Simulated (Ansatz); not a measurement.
Runs of Ansatz 0.2.0 on TiO2 (Anatase). The structure is tetragonal, space group I4_1/amd (No. 141). Conventional cell: a = 3.784 Å, b = 3.784 Å, c = 9.515 Å, α = 90.00°, β = 90.00°, γ = 90.00°. Ti (site symmetry -4m2) is surrounded by 6 O at 1.93 to 1.98 Å. O (site symmetry 2mm) is surrounded by 3 Ti at 1.93 to 1.98 Å. 

```csv
level,gap on the mesh (eV),pressure (GPa),relaxed volume (Å³/atom)
PBEsol+D3(BJ),(a),0.0,11.14
PBEsol,2.12,0.0,11.31
PBE+D4,2.14,0.0,11.45
RPBE+D3(BJ),2.02,0.0,(b)
PBEsol+D4,2.12,0.0,11.20
```

Alike in all rows: task relaxation of cell and atoms; potentials or basis Ansatz PAW; no spin polarisation; cell relaxed; k mesh 10 × 10 × 10; cutoff (eV) 420; smearing fermi-dirac 0.05 eV.

Problem. Fill in the values left out.

Solution. (a) 2.10; (b) 10.91.

Caveats: the plane-wave basis is chosen anew once the cell has moved, so the energies of steps on either side of that aren't comparable; the PAW data sets come from PBE, with cores solved anew for the run's functional, which leaves a small shift of forces and pressure (some runs).

A k mesh can miss the band edges.
